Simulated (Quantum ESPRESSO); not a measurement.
**SnO2 (Cassiterite) under changes of volume**

One of the cells (11.922 Å³/atom); the others are scaled copies at fixed shape and fractional positions:

```
Sn O
1.0
     4.73800    0.00000    0.00000
     0.00000    4.73800    0.00000
     0.00000    0.00000    3.18650
Sn O
2 4
Direct
  0.50000 0.50000 0.50000
  0.00000 0.00000 0.00000
  0.80710 0.19290 0.50000
  0.69290 0.69290 0.00000
  0.19290 0.80710 0.50000
  0.30710 0.30710 0.00000
```

```yaml
Program: Quantum ESPRESSO 7.5
Functional: LDA
Potentials_or_basis: GBRV 1.5 LDA
Cutoff: 925 eV
Density_cutoff: 7401 eV
k_mesh: 6 × 6 × 8
Occupations: fermi-dirac, width 0.05 eV
Spin: no spin polarisation
```

```tsv
volume (Å³/atom)	energy over the lowest point (meV/atom)	pressure (GPa)	gap on the mesh (eV)
11.207	?	?	?
11.445	14.20	9.6	1.64
11.684	3.50	4.5	1.39
11.922	0.00	-0.1	1.15
12.161	2.93	-4.2	0.92
12.399	11.56	-7.8	0.71
12.637	25.28	-11.0	0.50
```

Task: What does the run at 11.207 Å³/atom give?

Result: Energy over the lowest point 33.02 meV/atom; pressure 15.4 GPa; gap on the mesh 1.90 eV.

Worked out: A Birch-Murnaghan fit of order 3 (a polynomial in V^(-2/3)) to the other rows has its minimum at 11.93 Å³/atom with B0 = V·E''(V) = 215 GPa and B' = 4.7 at fixed shape and positions, which overstates the stiffness. It gives 32.90 meV/atom at 11.207 Å³/atom, against the run's 33.02, and -dE/dV = 15.5 GPa, against 15.4. A straight line through the other rows of the gap, of slope -11.5 eV per unit of ln V (its deformation potential), extrapolates to 1.87 eV, against the run's 1.90.

Energies are extrapolated to zero smearing.

Caveats: spin-orbit coupling is left out, which moves the levels of the heavy elements.
